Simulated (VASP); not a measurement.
# Band edges against the vacuum: C(110), part 3 of 3

Aim: ionisation energy and electron affinity of C(110), from a slab and a bulk run lined up through core potentials.

VASP 6.6.1; PBEsol; plane waves and PAW (C).

So far, gap on the k-mesh (eV): step 3 (band edges of the bulk) 4.03.

## (5) Potential and states of the slab

A static run writes the electrostatic potential without exchange and correlation (LVHAR), which is flat in the vacuum and gives the level to count from. The dipole correction cancels the field that unlike faces would set up across the vacuum.

File INCAR:

```
SYSTEM = C
PREC = Normal
ENCUT = 440
EDIFF = 1E-06
NELM = 120
ISMEAR = 0
SIGMA = 0.03
LREAL = Auto
ALGO = Fast
GGA = PS
NBANDS = 54
LORBIT = 11
LWAVE = .FALSE.
LCHARG = .TRUE.
KPAR = 4
LASPH = .TRUE.
IDIPOL = 3
LDIPOL = .TRUE.
DIPOL = 0.5 0.5 0.5
LVHAR = .TRUE.
LVACPOTAV = .TRUE.
NEDOS = 1500
```

File POSCAR:

```
C
1.0
    2.5149201836      0.0000000000      0.0000000000
    0.0000000000      3.5566342320      0.0000000000
    0.0000000000      0.0000000000     26.0596807346
C
18
Direct
    0.7500000000      0.4044936856      0.6865487613
    0.2500000000      0.5955063144      0.6865487613
    0.2500000000      0.8849263043      0.6459766691
    0.7500000000      0.1150736957      0.6459766691
    0.7500000000      0.3757992103      0.5965267191
    0.2500000000      0.6242007897      0.5965267191
    0.2500000000      0.8753499206      0.5483571353
    0.7500000000      0.1246500794      0.5483571353
    0.7500000000      0.3752506027      0.5000000000
    0.2500000000      0.6247493973      0.5000000000
    0.2500000000      0.8753499206      0.4516428647
    0.7500000000      0.1246500794      0.4516428647
    0.7500000000      0.3757992103      0.4034732809
    0.2500000000      0.6242007897      0.4034732809
    0.2500000000      0.8849263043      0.3540233309
    0.7500000000      0.1150736957      0.3540233309
    0.7500000000      0.4044936856      0.3134512387
    0.2500000000      0.5955063144      0.3134512387
```

File KPOINTS:

```
Automatic mesh
0
Gamma
9 7 1
0 0 0
```

File KPOINTS_OPT:

```
Line mode
14
Line-mode
Reciprocal
  0.00000000   0.00000000   0.00000000 GAMMA
  0.50000000   0.00000000   0.00000000 X

  0.50000000   0.00000000   0.00000000 X
  0.50000000   0.50000000   0.00000000 S

  0.50000000   0.50000000   0.00000000 S
  0.00000000   0.50000000   0.00000000 Y

  0.00000000   0.50000000   0.00000000 Y
  0.00000000   0.00000000   0.00000000 GAMMA

  0.00000000   0.00000000   0.00000000 GAMMA
  0.50000000   0.50000000   0.00000000 S
```

The projector-augmented-wave data sets are C (PBE family, release 64).

On the command line:

```sh
$ mpirun -np 4 vasp_std
```

Output:

```text
[... set-up lines as in an earlier step ...]
 entering main loop
       N       E                     dE             d eps       ncg     rms          rms(c)
DAV:   1     0.400654924665E+03    0.40065E+03   -0.32017E+04  2192   0.104E+03
DAV:   2    -0.134125064104E+03   -0.53478E+03   -0.51321E+03  2898   0.274E+02
DAV:   3    -0.173038247432E+03   -0.38913E+02   -0.38392E+02  2706   0.738E+01
DAV:   4    -0.174011961561E+03   -0.97371E+00   -0.97053E+00  3120   0.127E+01
DAV:   5    -0.174038230085E+03   -0.26269E-01   -0.26241E-01  3072   0.192E+00    0.175E+01
RMM:   6    -0.168772845122E+03    0.52654E+01   -0.36712E+00  2325   0.685E+00    0.102E+01
RMM:   7    -0.167040975275E+03    0.17319E+01   -0.66726E+00  2616   0.937E+00    0.212E+00
RMM:   8    -0.167046036485E+03   -0.50612E-02   -0.49184E-01  2640   0.295E+00    0.470E-01
RMM:   9    -0.167043013561E+03    0.30229E-02   -0.10191E-01  2833   0.120E+00    0.211E-01
RMM:  10    -0.167045211291E+03   -0.21977E-02   -0.17764E-02  2912   0.513E-01    0.604E-02
RMM:  11    -0.167046539863E+03   -0.13286E-02   -0.43527E-03  3146   0.226E-01    0.333E-02
RMM:  12    -0.167047214516E+03   -0.67465E-03   -0.70621E-04  3094   0.896E-02    0.157E-02
RMM:  13    -0.167047707451E+03   -0.49293E-03   -0.20119E-04  2832   0.396E-02    0.128E-02
RMM:  14    -0.167048014334E+03   -0.30688E-03   -0.12155E-04  2874   0.235E-02    0.481E-03
RMM:  15    -0.167048034277E+03   -0.19943E-04   -0.44806E-05  2539   0.123E-02    0.245E-03
RMM:  16    -0.167048083917E+03   -0.49640E-04   -0.11203E-05  2329   0.799E-03    0.421E-03
RMM:  17    -0.167048127139E+03   -0.43222E-04   -0.29404E-06  2097   0.473E-03    0.145E-03
RMM:  18    -0.167048169363E+03   -0.42224E-04   -0.47357E-06  2154   0.357E-03    0.102E-03
RMM:  19    -0.167048182233E+03   -0.12870E-04   -0.59016E-07  1923   0.196E-03    0.381E-04
RMM:  20    -0.167048189384E+03   -0.71516E-05   -0.30550E-07  1599   0.135E-03    0.296E-04
RMM:  21    -0.167048190261E+03   -0.87705E-06   -0.66568E-08  1280   0.969E-04
 -----------------------------------------------------------------------------
|                                                                             |
|           W    W    AA    RRRRR   N    N  II  N    N   GGGG   !!!           |
|           W    W   A  A   R    R  NN   N  II  NN   N  G    G  !!!           |
|           W    W  A    A  R    R  N N  N  II  N N  N  G       !!!           |
|           W WW W  AAAAAA  RRRRR   N  N N  II  N  N N  G  GGG   !            |
|           WW  WW  A    A  R   R   N   NN  II  N   NN  G    G                |
|           W    W  A    A  R    R  N    N  II  N    N   GGGG   !!!           |
|                                                                             |
|     Did not find any points to average over, which means that no vacuum     |
|     field-free region was found. Please increase the size of  your cell     |
|     in the dimension of the dipole correction to obtain accurate            |
|     workfunction values.                                                    |
|                                                                             |
 -----------------------------------------------------------------------------

   1 F= -.16704819E+03 E0= -.16704819E+03  d E =-.531883E-05
 Start KPOINTS_OPT (optional k-point list driver)
k-point batch [1-20\70]
       N       E                     dE             ncg
DAV:   1    -0.948251620689E+03   -0.36582E+05     2160
DAV:   2    -0.109185533838E+05   -0.99703E+04     2826
DAV:   3    -0.117020459795E+05   -0.78349E+03     2640
DAV:   4    -0.117213211581E+05   -0.19275E+02     3024
DAV:   5    -0.117217347116E+05   -0.41355E+00     2930
DAV:   6    -0.117217525225E+05   -0.17811E-01     3080
DAV:   7    -0.117217533636E+05   -0.84113E-03     2946
DAV:   8    -0.117217534109E+05   -0.47281E-04     2912
DAV:   9    -0.117217534133E+05   -0.24018E-05     2106
DAV:  10    -0.117217534136E+05   -0.26662E-06     1856
[...]
k-point batch [61-70\70]
       N       E                     dE             ncg
DAV:   1     0.541129897346E+03   -0.22773E+05     1080
DAV:   2    -0.438835106825E+04   -0.49295E+04     1460
DAV:   3    -0.474792025620E+04   -0.35957E+03     1320
DAV:   4    -0.475624418788E+04   -0.83239E+01     1560
DAV:   5    -0.475643032602E+04   -0.18614E+00     1512
DAV:   6    -0.475643837441E+04   -0.80484E-02     1560
DAV:   7    -0.475643875309E+04   -0.37868E-03     1512
DAV:   8    -0.475643877492E+04   -0.21832E-04     1424
DAV:   9    -0.475643877593E+04   -0.10128E-05     1152
DAV:  10    -0.475643877607E+04   -0.13831E-06      984
```

Wall time 77 s (4 MPI ranks of AMD EPYC 9R45, shared host); peak memory 1.4 GiB.

OUTCAR, selected parts (step 5):

```text
   NELECT =      72.0000    total number of electrons

 dipolmoment           0.000000      0.000000      0.000000 electrons x Angstroem

 E-fermi :   1.4947

 k-point     1 :       0.0000    0.0000    0.0000
  band No.  band energies     occupation
    ...
     32      -0.6713      2.00000
     33      -0.1730      2.00000
     34       0.3696      2.00000
     35       0.9109      2.00000
     36       1.3365      2.00000
     37       3.9558      0.00000
     38       4.4129      0.00000
     39       5.4347      0.00000
     40       5.9670      0.00000
     41       6.1701      0.00000
    ...

  Total       -4.6004970     15.8811703     -1.2396900     -0.0000000      0.0000000      0.0000000
  in kB      -31.6215266    109.1592601     -8.5210123     -0.0000000      0.0000000      0.0000000
  external PRESSURE =      23.0055738 kB  Pullay stress =       0.0000000 kB

 POSITION                                       TOTAL-FORCE (eV/Angst)
 -----------------------------------------------------------------------------------
      1.88619      1.43864     17.89124         0.000000      0.007495      0.006268
      0.62873      2.11800     17.89124        -0.000000     -0.007495      0.006268
      0.62873      3.14736     16.83395         0.000000      0.000312     -0.019353
      1.88619      0.40928     16.83395         0.000000     -0.000312     -0.019353
      1.88619      1.33658     15.54530         0.000000      0.005288     -0.022440
      0.62873      2.22005     15.54530         0.000000     -0.005288     -0.022440
      0.62873      3.11330     14.29001         0.000000      0.003249      0.012738
      1.88619      0.44333     14.29001         0.000000     -0.003249      0.012738
      1.88619      1.33463     13.02984         0.000000     -0.009519      0.000000
      0.62873      2.22201     13.02984         0.000000      0.009519      0.000000
      0.62873      3.11330     11.76967         0.000000      0.003249     -0.012738
      1.88619      0.44333     11.76967         0.000000     -0.003249     -0.012738
      1.88619      1.33658     10.51438         0.000000      0.005288      0.022440
      0.62873      2.22005     10.51438         0.000000     -0.005288      0.022440
      0.62873      3.14736      9.22573        -0.000000      0.000312      0.019353
      1.88619      0.40928      9.22573         0.000000     -0.000312      0.019353
      1.88619      1.43864      8.16844         0.000000      0.007495     -0.006268
      0.62873      2.11800      8.16844         0.000000     -0.007495     -0.006268
 -----------------------------------------------------------------------------------
    total drift:                               -0.000000      0.000000      0.000000

  FREE ENERGIE OF THE ION-ELECTRON SYSTEM (eV)
  ---------------------------------------------------
  free  energy   TOTEN  =      -167.0481902613 eV

  energy  without entropy=     -167.0481849425  energy(sigma->0) =     -167.04818760

 vacuum level on the upper side and lower side of the slab         6.818         6.818

[... 8 parts as in an earlier step ...]

[... 9 further parts left out ...]
```

This step gave:

| Item | Value |
| --- | --- |
| electronic cycles | 21 |
| Fermi energy | 1.495 eV |
| metallic | yes |
| vacuum levels | 6.818, 6.818 eV |
| work functions of the upper and lower face | 5.323, 5.323 eV |

Electronic bands along the path, in eV, zero at the Fermi level; # counts the bands kept, so #1 is VASP's band 14:

```tsv
point	#20	#21	#22	#23	#24	#25	#26	#27
Γ	-1.67	-1.12	-0.58	-0.16	2.46	2.92	3.94	4.47
0.46 of the way	-4.11	-2.54	-1.90	-1.82	2.46	2.67	3.92	4.24
X	-4.62	-4.62	-0.66	-0.66	-0.53	-0.53	4.17	4.17
0.54 of the way	-4.46	-4.46	-0.17	-0.17	-0.05	-0.05	5.40	5.40
S	-4.10	-4.10	0.22	0.22	0.35	0.35	7.23	7.23
0.54 of the way	-3.80	-3.46	-0.70	-0.69	1.15	1.28	6.91	6.94
Y	-3.64	-3.55	-0.53	-0.53	0.54	0.74	4.47	4.61
0.46 of the way	-2.82	-2.38	-0.49	-0.35	1.42	1.62	3.98	4.86
Γ	-1.67	-1.12	-0.58	-0.16	2.46	2.92	3.94	4.47
0.46 of the way	-3.13	-2.88	-1.24	-1.17	1.89	2.04	5.35	5.42
S	-4.10	-4.10	0.22	0.22	0.35	0.35	7.23	7.23
```

The planar average of the electrostatic potential oscillates, so the rows of the table below give means over windows of 1.21 Å about each position, cut where the curve ends. Its maxima inside the range that stand out by 2 % of the span (Å: eV): 8.7: -10.2, 9.9: -5.47, 11.2: -6.22, 12.4: -6.14, 13.7: -6.14, 14.9: -6.22, 16.2: -5.47, 17.4: -10.2. Its minima: 8.4: -12.4, 9.0: -13.3, 10.6: -13.0, 11.6: -13.1, 13.1: -13.1, 14.4: -13.1, 15.4: -13.0, 17.0: -13.3, 17.7: -12.4.

Zero at the Fermi level. Planar average of the electrostatic potential against height; means over each step:

height (Å), planar average of the electrostatic potential (eV) and a bar from the least value:
```
     0.60        5.3 ##############################
     1.81        5.3 ##############################
     3.02        5.3 ##############################
     4.23        5.3 ##############################
     5.45        5.3 ##############################
     6.65        4.7 #############################
     7.87       -6.8 #########
     9.07      -11.9 
    10.29      -10.4 ###
    11.50      -10.7 ##
    12.71      -10.7 ##
    13.91      -10.6 ##
    15.12      -10.6 ##
    16.34      -10.2 ###
    17.54      -11.7 
    18.75        0.5 ######################
    19.96        5.2 ##############################
    21.18        5.3 ##############################
    22.39        5.3 ##############################
    23.59        5.3 ##############################
    24.80        5.3 ##############################
```

Density of states in the PAW spheres, an atom over height of the layer and energy from the Fermi level.

Ten even steps from '_' (0.003 states/eV) to '@' (0.328 states/eV), each cell a mean:
```
==______________==
--______________--
%%::..______..::%%
@@::..______..::@@
++______________++
--______________--
::__..........__::
____....::....____
....::------::....
..::++**++**++::..
..------==------..
--==++======++==--
++**@@%%%%%%@@**++
**%%@@%%%%%%@@%%**
******++++++******
**##****==****##**
##%%**######**%%##
####%%@@%%@@%%####
##****++**++****##
##%%%%##@@##%%%%##
++**++******++**++
++##++**++**++##++
```
Columns: height of the layer (Å) from 8.2 to 17.9 (not evenly spaced); rows upwards: energy from the Fermi level (eV) from -7.9 to 0.5.

Valence density in the cb plane at fractional x = 0.250, with atoms of C within 0.2 Å of it. It is the smooth field of the valence electrons, not physical close to the nuclei.

Values in e/Å³, 5 rows by 16 columns, each cell a mean:
```
0.1 0.7 1.6 0.9 1.3 1.4 0.8 1.6 0.9 1.2 1.4 0.4 0.0 0.0 0.0 0.0
0.3 1.5 1.1 1.5 1.3 1.2 1.6 1.0 1.5 1.2 1.3 1.1 0.1 0.0 0.0 0.0
0.3 1.2 0.4 0.9 0.5 0.4 1.0 0.2 0.9 0.5 0.7 1.0 0.1 0.0 0.0 0.0
0.1 0.2 0.2 0.2 0.2 0.2 0.2 0.2 0.2 0.2 0.2 0.2 0.0 0.0 0.0 0.0
0.0 0.2 0.8 0.2 0.5 0.6 0.2 0.8 0.2 0.5 0.7 0.1 0.0 0.0 0.0 0.0
```
Columns run along c (16.0 Å, from fractional 0.26 to 0.88 of the cell), rows up along b (3.6 Å). Atoms in or near the plane, at fractional coordinates: C at (0.69, 0.60), C at (0.65, 0.88), C at (0.60, 0.62), C at (0.55, 0.88), C at (0.50, 0.62), C at (0.45, 0.88), C at (0.40, 0.62), C at (0.35, 0.88), C at (0.31, 0.60).

Electrostatic potential energy in the cb plane at fractional x = 0.250, with atoms of C within 0.2 Å of it. With pseudopotentials it is smooth inside the atoms' cores, unlike the true potential.

Values in eV, 5 rows by 16 columns, each cell a mean:
```
  5  -4 -35 -10 -23 -25  -8 -35 -12 -22 -25   1   6   7   7   7
  0 -32 -14 -27 -22 -19 -31 -14 -27 -20 -22 -22   5   7   7   7
  1 -26  -2 -17  -8  -4 -20   0 -17  -8 -11 -19   5   7   7   7
  5   1   1   1   1   1   1   1   1   1   1   2   6   7   7   7
  6   2 -15   0  -6  -9   1 -13   0  -6 -10   4   6   7   7   7
```
Columns run along c (16.0 Å, from fractional 0.26 to 0.88 of the cell; values clipped at the 3rd and 97th percentile), rows up along b (3.6 Å). Atoms in or near the plane, at fractional coordinates: C at (0.69, 0.60), C at (0.65, 0.88), C at (0.60, 0.62), C at (0.55, 0.88), C at (0.50, 0.62), C at (0.45, 0.88), C at (0.40, 0.62), C at (0.35, 0.88), C at (0.31, 0.60).

The map of layer states is cut here 0.5 eV above the Fermi level, so it leaves out the states above that.

The vacuum level lies 5.32 eV above the Fermi level at the upper face; both faces agree, as the slab has next to no dipole.

The program found no field-free point at its default tolerance, but its printed level agrees with the flat part of the planar average.

On this mesh the fine structure of the density of states is sampling noise, and high empty states may be cut by the number of bands.

## (6) Lining up bulk and slab

This step: band edges against the vacuum, PBEsol; plane waves and PAW (VASP 6.6.1).

No new run; the numbers come from the runs before.

This step gave:

| Quantity | Value |
| --- | --- |
| ionisation energy | 6.233 eV |
| offset spread | 0.01750 eV |
| bulk gap | 4.030 eV |
| slab gap | 0 eV |
| electron affinity | 2.203 eV |
| buckling | 0 Å |
| tilt | 0 degree |
| surface energy, relaxed | 5.579 J/m² |

The averaged core potentials of the four middle atoms lie -9.246 eV from those of the bulk run. The bulk valence top (9.831 eV), moved by that offset, is taken from the upper vacuum level (6.818 eV).

## (7) Outcome

| Item | Value |
| --- | --- |
| ionisation energy | 6.23 eV |
| electron affinity | 2.20 eV |
| buckling | 0 Å |
| surface energy, relaxed | 5.58 J/m² |

The bulk valence-band top lies 6.23 eV below the vacuum of C(110), and the conduction-band bottom 2.20 eV. The symmetry kept forbids the top layer to buckle, so all numbers belong to a flat surface that may not be the lowest. It costs 5.58 J/m². The slab itself is metallic, through states of its surfaces. The offsets of the four middle atoms spread by 0.02 eV; a shift common to all four would not show in it. The bulk edges are read on a mesh, so a band minimum between its points makes the gap too large and the affinity too small. One thickness was run. Semilocal band edges put the valence top too high and the gap too small.

[Lines on the potential files, build, host, timing and source positions are cut from VASP's logs without a mark.]

[Logs are printed without paths, hosts, clocks, repeated set-up lines and the standing remarks that a program may print on its own settings, such as how far it seeks lower states.]

[Hosts, paths, dates, database ids (printed as entryN), source tags and the programs' standing remarks are cut or masked in the printed files.]

[Runs that stopped without an error message from VASP are left out.]
